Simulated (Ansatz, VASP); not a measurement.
**Two plane-wave programs on Si**

```
Si
1.0
     0.00000    2.66017    2.66017
     2.66017    0.00000    2.66017
     2.66017    2.66017    0.00000
Si
2
Direct
  0.75000 0.75000 0.75000
  0.50000 0.50000 0.50000
```

Alike in both runs: task single point; functional PBE; k mesh 14 × 14 × 14; occupations gaussian, width 0.05 eV; no spin polarisation.

|  | VASP | Ansatz |
| --- | --- | --- |
| version | VASP 6.6.1 | Ansatz 0.2.0 |
| potentials or method | VASP PAW PBE potentials, release 64 (Si) | scalar-relativistic, plane waves, PAW |
| plane-wave cutoff (eV) | 520 | 420 |
| valence electrons in the cell | 8 | 8 |

|  | VASP | Ansatz | Ansatz less VASP |
| --- | --- | --- | --- |
| gap on the k mesh at the Fermi level (eV) | 0.45 | 0.45 | -0.002 |
| least direct gap on the mesh (eV) | 2.59 | 2.58 | -0.005 |
| pressure (GPa) | 8.7 | 8.8 | +0.09 |
